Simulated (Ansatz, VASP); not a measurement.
Si: VASP beside Ansatz

```
Si
1.0
     0.00000    2.73332    2.73332
     2.73332    0.00000    2.73332
     2.73332    2.73332    0.00000
Si
2
Direct
  0.00000 0.00000 0.00000
  0.25000 0.25000 0.25000
```

Alike in both runs: task relaxation of cell and atoms; functional PBE; k mesh 12 × 12 × 12; occupations gaussian, width 0.02 eV; no spin polarisation.

|  | VASP | Ansatz |
| --- | --- | --- |
| version | VASP 6.6.1 | Ansatz 0.2.0 |
| potentials or method | VASP PAW PBE potentials, release 64 (Si) | scalar-relativistic, plane waves, PAW |
| plane-wave cutoff (eV) | 600 | 420 |
| valence electrons in the cell | 8 | 8 |

|  | VASP | Ansatz | Ansatz less VASP |
| --- | --- | --- | --- |
| gap on the k mesh at the Fermi level, each at its own relaxed structure (eV) | 0.61 | 0.61 | -0.003 |
| relaxed volume (Å³/atom) | 20.46 | 20.45 | -0.010 |
| relaxed cell length with the largest relative difference (Å) | 3.868 | 3.867 | -0.0006 |

A k mesh can miss the band edges. PBE gaps usually lie below the measured ones, often by a third to a half.
